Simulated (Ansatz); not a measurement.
**TiCo3: convergence and cost**

Aim, for TiCo3: test the k-point mesh on the displaced cell.

Computed with Ansatz 0.2.0 (DFT PBEsol, scalar-relativistic, plane waves, PAW, unless a step's input says otherwise).

2 further runs of the same task are left out: 1 that didn't finish, 1 set aside as unsound or not needed. Runs told in other sessions of the task aren't counted.

**1. Starting point**

The structure is cubic, space group Pm-3m (No. 221). The conventional cell has a = 3.614 Å, b = 3.614 Å, c = 3.614 Å, α = 90.00°, β = 90.00°, γ = 90.00°. Ti (site symmetry m-3m) is surrounded by 12 Co at 2.56 Å. Around Co (site symmetry 4/mmm) lie 4 Ti at 2.56 Å and 8 Co at 2.56 Å.

As a file:

```xyz
4
Lattice="3.6140 0.0000 0.0000 0.0000 3.6140 0.0000 0.0000 0.0000 3.6140" Properties=species:S:1:pos:R:3 pbc="T T T"
Ti    0.0000    0.0000    0.0000
Co    0.0000    1.8070    1.8070
Co    1.8070    0.0000    1.8070
Co    1.8070    1.8070    0.0000
```

Source of the structure: the Crystallography Open Database. It is taken as it stands there.

**2. The base input**

The input, input.yaml:

```yaml
crystal:
  lattice:
    - [3.614, 0.0, 0.0]
    - [0.0, 3.614, 0.0]
    - [0.0, 0.0, 3.614]
  atoms:
    - { symbol: Ti, position: [0.0, 0.0, 0.0], spin: -0.41 }
    - { symbol: Co, position: [0.0, 0.5, 0.5], spin: 1.22 }
    - { symbol: Co, position: [0.5, 0.0, 0.5], spin: 1.22 }
    - { symbol: Co, position: [0.5, 0.5, 0.0], spin: 1.22 }
basis:
  ecutwfc: 420
kpoints:
  mp_grid: { grid: [12, 12, 12] }
hamiltonian:
  xc: pbesol
scf:
  occupations: { method: gaussian, width: 0.1 }
output:
  forces: true
  stress: true
  eigenvalues: true
  populations: true
magnetization:
  spin_polarized: true
```

Its results, from an earlier run: -4438.4827 eV/atom at zero smearing, pressure -10.27 GPa, largest force 0.000 eV/Å, no gap on the mesh, site moments Ti -0.38, Co +1.10 (×3) μB, in 14 SCF cycles and 40 s.

The runs on the displaced cell use a copy made earlier, with the atoms moved and the axes strained (about 1 %) at random, so that forces and shear stress do not vanish.

**3. K-point mesh on the displaced cell set to 1×1×1**

The input, input.yaml:

```yaml
crystal:
  lattice:
    - [3.6591064345, 0.075426866, -0.0052925882]
    - [0.075426866, 3.6456468905, -0.0024109302]
    - [-0.0052925882, -0.0024109302, 3.5996722567]
  atoms:
    - { symbol: Ti, position: [0.0075993681, -0.0237615617, -0.0192210298], spin: -0.34 }
    - { symbol: Co, position: [0.0298564329, 0.4917147949, 0.5033253057], spin: 1.19 }
    - { symbol: Co, position: [0.4901663622, 0.0268329772, 0.5525157989], spin: 1.14 }
    - { symbol: Co, position: [0.4890078737, 0.5601020124, 0.049526039], spin: 1.16 }
basis:
  ecutwfc: 420
kpoints:
  mp_grid: { grid: [1, 1, 1] }
hamiltonian:
  xc: pbesol
scf:
  occupations: { method: gaussian, width: 0.1 }
output:
  forces: true
  stress: true
  eigenvalues: true
  populations: true
magnetization:
  spin_polarized: true
```

The run is started by

```bash
$ ansatz run input.yaml --threads 1 --pin off --max-ram 2560MiB --backend cpu --events-out ev --progress --plain --runs-dir out
```

The session goes on with these runs: K-point mesh on the displaced cell: 2×2×2; K-point mesh on the displaced cell set to 4×4×4; K-point mesh on the displaced cell set to 6×6×6.

Q: Predict the outcome of the series: the values and the trend.

The runs gave:

```
                                                                  quantity                                   value
k-point mesh on the displaced cell: within 10 and 1 meV/atom of 8×8×8 from  4×4×4 for 10; none of the others for 1
```

What this shows: The last step in the k-point mesh on the displaced cell still changes the energy by 4.36 meV/atom: the series is not settled to 1 meV/atom. The gaps on the coarsest meshes are artefacts of sampling: the crystal is a metal on the dense ones. The error changes sign along the series, since a k mesh isn't variational, and a metal needs dense meshes to resolve its Fermi surface. Forces come within 0.01 eV/Å only at the reference itself. The cell's moment varies from 2.51 to 3.41 μB over the series. The listed cell is far from this method's equilibrium (-10.3 GPa, forces up to 0.00 eV/Å), so its values are not those of the relaxed crystal.
